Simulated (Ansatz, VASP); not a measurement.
## Ca: VASP beside Ansatz

```
Ca
1.0
     4.09940    0.00000    0.00000
    -2.04970    3.55018    0.00000
     0.00000    0.00000    6.32440
Ca
2
Direct
  0.33333 0.66667 0.25000
  0.66667 0.33333 0.75000
```

Change from the starting cell: strain +0.030 along x and y, -0.030 along z, atoms carried along.

Alike in both runs: task single point; functional LDA; k mesh 15 × 15 × 8; occupations gaussian, width 0.15 eV; no spin polarisation.

```csv
,VASP,Ansatz
version,VASP 6.6.1,Ansatz 0.2.0
potentials or method,"VASP PAW LDA potentials, release 64 (Ca_sv)","scalar-relativistic, plane waves, PAW"
plane-wave cutoff (eV),520,420
valence electrons in the cell,20,20
```

```tsv
	VASP	Ansatz	Ansatz less VASP
gap on the k mesh at the Fermi level (eV)	none	none	-
pressure (GPa)	-2.6	-2.6	0.00
largest component of the traceless stress (GPa)	0.80	0.80	-0.001
```

A gap of «none» marks a metal or a gap that the smearing closes.
